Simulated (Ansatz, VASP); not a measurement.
**InP: VASP beside Ansatz**

The input INCAR:

```
SYSTEM = InP
PREC = Accurate ; ENCUT = 520
EDIFF = 1E-6 ; ISMEAR = -1
SIGMA = 0.02 ; LREAL = .FALSE.
LASPH = .TRUE. ; NELM = 150
ALGO = Normal ; ISIF = 2
LWAVE = .FALSE. ; LCHARG = .FALSE.
MAGMOM = 0 0 0 0 0 0 ; LORBIT = 11
LSORBIT = .TRUE. ; GGA_COMPAT = .FALSE.
LORBMOM = .TRUE. ; GGA = PE
NBANDS = 30
```

The input KPOINTS:

```
regular mesh
0
G
  8 8 8
  0 0 0
```

File POSCAR:

```
InP
1.0
    0.0000000000      2.9538132889      2.9538132889
    2.9538132889      0.0000000000      2.9538132889
    2.9538132889      2.9538132889      0.0000000000
In P
1 1
Direct
    0.0000000000      0.0000000000      0.0000000000
    0.2500000000      0.2500000000      0.2500000000
```

Input for Ansatz:

```yaml
crystal:
  lattice:
    - [0.0, 2.9538132889, 2.9538132889]
    - [2.9538132889, 0.0, 2.9538132889]
    - [2.9538132889, 2.9538132889, 0.0]
  atoms:
    - { symbol: In, position: [0.0, 0.0, 0.0] }
    - { symbol: P, position: [0.25, 0.25, 0.25] }
kpoints:
  mp_grid: { grid: [8, 8, 8] }
  band_path:
    path:
      - [0.0, 0.0, 0.0]
      - [-0.5, -0.5, 0.0]
      - [-0.375, -0.375, 0.25]
      - [-0.375, 0.0, 0.375]
      - [0.0, 0.0, 0.5]
      - [-0.5, -0.25, 0.25]
    npoints: 1
hamiltonian:
  xc: pbe
scf:
  occupations: { method: fermi_dirac, width: 0.02 }
  n_extra_bands: 8
magnetization:
  noncollinear: true
  spin_orbit: true
output:
  forces: true
  stress: true
  eigenvalues: true
```

Alike in both runs: task single point; functional PBE; k mesh 8 × 8 × 8; occupations fermi-dirac, width 0.02 eV; non-collinear spin, spin-orbit coupling.

|  | VASP | Ansatz |
| --- | --- | --- |
| version | VASP 6.6.1 | Ansatz 0.2.0 |
| potentials or method | VASP PAW PBE potentials, release 64 (In_d, P) | plane waves, PAW |
| plane-wave cutoff (eV) | 520 | 420 |
| valence electrons in the cell | 18 | 18 |

|  | VASP | Ansatz | Ansatz less VASP |
| --- | --- | --- | --- |
| pressure (GPa) | 1.6 | 1.6 | +0.03 |
| net moment per atom (μB) | 0.00 | 0.00 | 0.000 |

The functional is the same, so the differences come from potentials, cutoffs and numerics.
